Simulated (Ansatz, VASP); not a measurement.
Given: the input of a run of VASP 6.6.1 on CaO.

The input INCAR:

```
ALGO = Normal ; EDIFF = 1E-7
ENCUT = 520 ; GGA = PE
ISIF = 2 ; ISMEAR = 0
LASPH = T ; LCHARG = F
LREAL = F ; LWAVE = F
NBANDS = 15 ; NELM = 100
PREC = Accurate ; SIGMA = 0.027000000000000003
```

KPOINTS

```
k-points
0
Gamma
  10 10 10
```

The input POSCAR:

```
CaO
1.0
    0.0000000000      2.4035556960      2.4035556960
    2.4035556960      0.0000000000      2.4035556960
    2.4035556960      2.4035556960      0.0000000000
Ca O
1 1
Direct
    0.0000000000      0.0000000000      0.0000000000
    0.5000000000      0.5000000000      0.5000000000
```

Potentials or basis: VASP PAW PBE potentials, release 64 (Ca_sv, O).

Run with:

```sh
$ cat potpaw_PBE.64/Ca_sv/POTCAR potpaw_PBE.64/O/POTCAR > POTCAR
$ mpirun -np 1 vasp_std > vasp.out
```

Translate it to Ansatz 0.2.0. Potentials there: all-electron LAPW, scalar-relativistic.

As run (the cutoff follows the program's own potentials):

input.yaml

```yaml
crystal:
  lattice:
    - [0.0, 2.403555696, 2.403555696]
    - [2.403555696, 0.0, 2.403555696]
    - [2.403555696, 2.403555696, 0.0]
  atoms:
    - { symbol: Ca, position: [0.0, 0.0, 0.0] }
    - { symbol: O, position: [0.5, 0.5, 0.5] }
kpoints:
  mp_grid: { grid: [10, 10, 10] }
scf:
  occupations: { method: gaussian, width: 0.027 }
hamiltonian:
  xc: pbe
  pseudopotentials: { kind: all_electron, lapw: { basis_error: 0.001 } }
output:
  forces: true
  stress: true
  eigenvalues: true
```

Potentials or basis: all-electron LAPW, scalar-relativistic.

Launch:

```console
$ ansatz run input.yaml --threads 1 --pin off --max-ram 3072MiB --backend cpu --events-out ev --progress --plain --runs-dir out
```

Both were run:

|  | VASP | Ansatz | Ansatz less VASP |
| --- | --- | --- | --- |
| gap on the k mesh at the Fermi level (eV) | 3.64 | 3.65 | +0.016 |
| least direct gap on the mesh (eV) | 4.01 | 4.03 | +0.015 |
| pressure (GPa) | 2.2 | 1.6 | -0.60 |

Ansatz ran all-electron here, so the differences hold the error of VASP's frozen core and of both bases.

A k mesh can miss the band edges.
